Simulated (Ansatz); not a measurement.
# Cu: how settings move the results

The task here is to estimate one member of a computed series from the others.

Program: Ansatz 0.2.0. Level of theory: DFT PBE, scalar-relativistic, plane waves, PAW for the base; runs at other levels say so in their headings and inputs, unless a step's input says otherwise. These are calculated values, not measurements.

1 further run of the same task is left out (set aside as unsound or not needed).

## Starting point

The structure is tetragonal, space group I4/mmm (No. 139). The conventional cell has a = 2.886 Å, b = 2.886 Å, c = 2.752 Å, α = 90.00°, β = 90.00°, γ = 90.00°. Cu (site symmetry 4/mmm) has 10 Cu at 2.46 to 2.75 Å as nearest neighbours.

As a file:

```
Cu
1.0
    -1.44279    1.44279    1.37608
     1.44279   -1.44279    1.37608
     1.44279    1.44279   -1.37608
Cu
1
Direct
  0.00000 0.00000 0.00000
```

The structure comes from the Materials Project (structure only); it is used as listed.

## The base input

input.yaml

```yaml
crystal:
  lattice:
    - [-1.44279332, 1.44279332, 1.37608145]
    - [1.44279332, -1.44279332, 1.37608145]
    - [1.44279332, 1.44279332, -1.37608145]
  atoms:
    - { symbol: Cu, position: [0.0, 0.0, 0.0] }
basis:
  ecutwfc: 420
kpoints:
  mp_grid: { grid: [20, 20, 20] }
hamiltonian:
  xc: pbe
scf:
  occupations: { method: gaussian, width: 0.1 }
output:
  forces: true
  stress: true
  eigenvalues: true
  populations: true
```

It was run beforehand and gave: -6625.1242 eV/atom at zero smearing, pressure 7.29 GPa, largest force 0.000 eV/Å, no gap on the mesh, in 6 SCF cycles and 17 s.

The first run:

input.yaml

```yaml
crystal:
  lattice:
    - [-1.44279332, 1.44279332, 1.37608145]
    - [1.44279332, -1.44279332, 1.37608145]
    - [1.44279332, 1.44279332, -1.37608145]
  atoms:
    - { symbol: Cu, position: [0.0, 0.0, 0.0] }
basis:
  ecutwfc: 420
kpoints:
  mp_grid: { grid: [20, 20, 20] }
hamiltonian:
  xc: lda
scf:
  occupations: { method: gaussian, width: 0.1 }
output:
  forces: true
  stress: true
  eigenvalues: true
relax:
  adjacent_minimum: "off"
  f_tol: 0.01
  max_steps: 60
  cell: { stress_tol: 0.05 }
```

Started as:

```sh
$ ansatz run input.yaml --threads 1 --pin off --max-ram 2560MiB --backend cpu --events-out ev --progress --plain --runs-dir out
```

Steps of the session up to this table: Relaxing with functional LDA; Relaxing with functional PBEsol; Relaxation, functional: PBE; Relaxation, functional: r2SCAN.

One of the session's tables, all rows but one given; the rest of the session is left out.

```
functional  a (Å)  c (Å)  volume (Å³/atom)
       LDA      ?      ?                 ?
    PBEsol  2.890  2.720             11.36
       PBE  2.951  2.759             12.01
    r2SCAN  2.895  2.739             11.48
```

Estimate the missing values for LDA.

**Answer.** a (Å): 2.855; c (Å): 2.682; volume (Å³/atom): 10.93. In the column «a (Å)» it is the lowest.

CPU times come from a shared host, so they are rough.
